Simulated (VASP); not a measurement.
Here is a VASP 6.6.1 calculation.

POSCAR

```
SnSe
1.0
    5.2832396144      0.0000000000      0.0000000000
   -2.6416198072      4.5754197204      0.0000000000
    0.0000000000      0.0000000000      6.3357575961
Sn Se
2 2
Direct
    0.3333333333      0.6666666667      0.2500000000
    0.6666666667      0.3333333333      0.7500000000
    0.6666666667      0.3333333333      0.2500000000
    0.3333333333      0.6666666667      0.7500000000
```

The input INCAR.step1:

```
SYSTEM = SnSe
ALGO     = Normal         ! electronic algorithm
EDIFF    = 1E-4           ! SCF threshold, eV
ENCUT    = 520            ! plane-wave cutoff, eV
GGA      = PE             ! functional
ISMEAR   = 0              ! smearing method
LASPH    = .True.         ! aspherical terms in the spheres
LCHARG   = .False.        ! write CHGCAR
LREAL    = .False.        ! projectors in reciprocal space
LWAVE    = .True.         ! write WAVECAR
NBANDS   = 28             ! bands
NELM     = 100            ! most SCF steps
PREC     = Accurate       ! precision mode
SIGMA    = 0.01           ! smearing width, eV
```

File INCAR.step2:

```
SYSTEM = SnSe
ALGO     = Normal         ! electronic algorithm
EDIFF    = 1E-7           ! SCF threshold, eV
ENCUT    = 520            ! plane-wave cutoff, eV
ISIF     = 2              ! what is computed and relaxed
ISMEAR   = 0              ! smearing method
ISTART   = 1            
LASPH    = .True.         ! aspherical terms in the spheres
LCHARG   = .False.        ! write CHGCAR
LMIXTAU  = .True.       
LREAL    = .False.        ! projectors in reciprocal space
LWAVE    = .False.        ! write WAVECAR
METAGGA  = R2SCAN         ! meta-GGA
NBANDS   = 28             ! bands
NELM     = 100            ! most SCF steps
PREC     = Accurate       ! precision mode
SIGMA    = 0.01           ! smearing width, eV
```

KPOINTS

```
k-points
0
Gamma
  6 6 4
  0 0 0
```

Potentials or basis: VASP PAW PBE potentials, release 64 (Sn_d, Se).

The run is started by

```console
$ cat potpaw_PBE.64/Sn_d/POTCAR potpaw_PBE.64/Se/POTCAR > POTCAR
$ cp INCAR.step1 INCAR
$ mpirun -np 1 vasp_std > vasp.out
$ cp INCAR.step2 INCAR
$ mpirun -np 1 vasp_std > vasp.out
```

Task: What does it give for the pressure?

Result: -4.0 GPa.

Task: Predict the band gap on the k mesh.

Result: 0.85 eV, direct.

Stress tensor (GPa, compression positive):
```
-3.91  0.00  0.00
 0.00 -3.91  0.00
 0.00  0.00 -4.09
```

Caveat: the PAW data sets were made with another functional, which shifts forces and pressure a little; spin-orbit coupling is left out, which moves the levels of the heavy elements. A k mesh can miss the band edges.
